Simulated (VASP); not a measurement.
Here is a VASP 6.6.1 calculation.

The input INCAR:

```
SYSTEM = AlNi
ALGO = Normal
EDIFF = 1E-7
ENCUT = 520
GGA = PE
ISIF = 2
ISMEAR = -1
ISPIN = 2
LASPH = .TRUE.
LCHARG = .FALSE.
LMAXMIX = 4
LORBIT = 11
LREAL = .FALSE.
LWAVE = .FALSE.
MAGMOM = 1 0
NBANDS = 18
NELM = 120
PREC = Accurate
SIGMA = 0.05
```

Contents of KPOINTS:

```
k-points
0
G
  9 9 9
  0 0 0
```

The input POSCAR:

```
AlNi
1.0
    2.8810000000      0.0000000000      0.0000000000
    0.0000000000      2.8810000000      0.0000000000
    0.0000000000      0.0000000000      2.8810000000
Ni Al
1 1
Direct
    0.5000000000      0.5000000000      0.5000000000
    0.0000000000      0.0000000000      0.0000000000
```

Potentials or basis: VASP PAW PBE potentials, release 64 (Ni, Al).

Launch:

```console
$ cat potpaw_PBE.64/Ni/POTCAR potpaw_PBE.64/Al/POTCAR > POTCAR
$ mpirun -np 1 vasp_std > vasp.out
```

What does it give for the pressure?

1.9 GPa.

Estimate the band gap on the k mesh.

none (metal or under the smearing width).
